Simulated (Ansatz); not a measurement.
**Mo3Si and the effect of the functional**

The cell as given:

```cif
data_structure
_symmetry_space_group_name_H-M 'P 1'
_symmetry_Int_Tables_number 1
_cell_length_a 4.8890
_cell_length_b 4.8890
_cell_length_c 4.8890
_cell_angle_alpha 90.000
_cell_angle_beta 90.000
_cell_angle_gamma 90.000
_cell_volume 116.86
loop_
_atom_site_label
_atom_site_type_symbol
_atom_site_fract_x
_atom_site_fract_y
_atom_site_fract_z
_atom_site_occupancy
Mo1 Mo 0.00000 0.50000 0.25000 1
Mo2 Mo 0.00000 0.50000 0.75000 1
Mo3 Mo 0.50000 0.25000 0.00000 1
Mo4 Mo 0.75000 0.00000 0.50000 1
Mo5 Mo 0.50000 0.75000 0.00000 1
Mo6 Mo 0.25000 0.00000 0.50000 1
Si1 Si 0.50000 0.50000 0.50000 1
Si2 Si 0.00000 0.00000 0.00000 1
```

Kept alike: task relaxation of cell and atoms; k mesh 6 × 6 × 6; occupations fermi-dirac, width 0.05 eV; no spin polarisation. Program: Ansatz, Ansatz PAW. Cutoffs run from 420 to 500 eV. The mesh is that of the run's cell of 8 atoms. No spin-orbit coupling.

| run | volume (Å³/atom) |
| --- | --- |
| A | 14.766 |
| B | 14.120 |
| C | 14.573 |
| D | 14.362 |

The relaxations keep at least the cell's symmetry (Pm-3n). For a metal such a mesh leaves the last digits unconverged. Relaxations stop with a little pressure left, so the last digits of a volume or edge aren't settled. All rows use potentials made for PBE.

Question: The runs differ in the functional (and the cutoff that goes with it) alone: LDA; PBE; PBEsol; r2SCAN. Which run is which?

Answer: Run A is PBE; run B is LDA; run C is r2SCAN; run D is PBEsol. The volume runs from 14.120 (LDA) to 14.766 Å³/atom (PBE). From PBE: LDA -0.646; PBEsol -0.404; r2SCAN -0.193.
